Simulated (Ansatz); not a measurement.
Space group Im-3m (No. 229). a = 2.866 Å, b = 2.866 Å, c = 2.866 Å, α = 90.00°, β = 90.00°, γ = 90.00°
| atom | site | symmetry | x | y | z |
| --- | --- | --- | --- | --- | --- |
| Cr | 2a | m-3m | 0.0000 | 0.0000 | 0.0000 |

Equation of state of this Cr structure (not necessarily the ground state), with shape and atoms relaxed at each volume where symmetry leaves them free. It has no gap at any of these volumes. All numbers below come from DFT PBE, scalar-relativistic, plane waves, PAW in Ansatz.

Plane waves to 420 eV, a k mesh through Γ of 14×14×14 on the computed 2-atom cell and Gaussian smearing (0.10 eV); collinear spin.

```json
{"V (Å³/atom)": "10.356", "E − E(largest V) (meV/atom)": "80.91", "P (GPa)": "35.68"}
{"V (Å³/atom)": "10.709", "E − E(largest V) (meV/atom)": "16.63", "P (GPa)": "23.02"}
{"V (Å³/atom)": "11.062", "E − E(largest V) (meV/atom)": "-23.20", "P (GPa)": "13.87"}
{"V (Å³/atom)": "11.415", "E − E(largest V) (meV/atom)": "-45.82", "P (GPa)": "6.31"}
{"V (Å³/atom)": "11.768", "E − E(largest V) (meV/atom)": "-52.72", "P (GPa)": "0.01"}
{"V (Å³/atom)": "12.121", "E − E(largest V) (meV/atom)": "-47.00", "P (GPa)": "-4.98"}
{"V (Å³/atom)": "12.474", "E − E(largest V) (meV/atom)": "-31.53", "P (GPa)": "-8.80"}
{"V (Å³/atom)": "12.945", "E − E(largest V) (meV/atom)": "0.00", "P (GPa)": "-12.50"}
```

Task: Fit a third-order Birch–Murnaghan equation to E(V).

Result: V0 = 11.77 Å³/atom, B0 = 183 GPa, B0' = 6.3.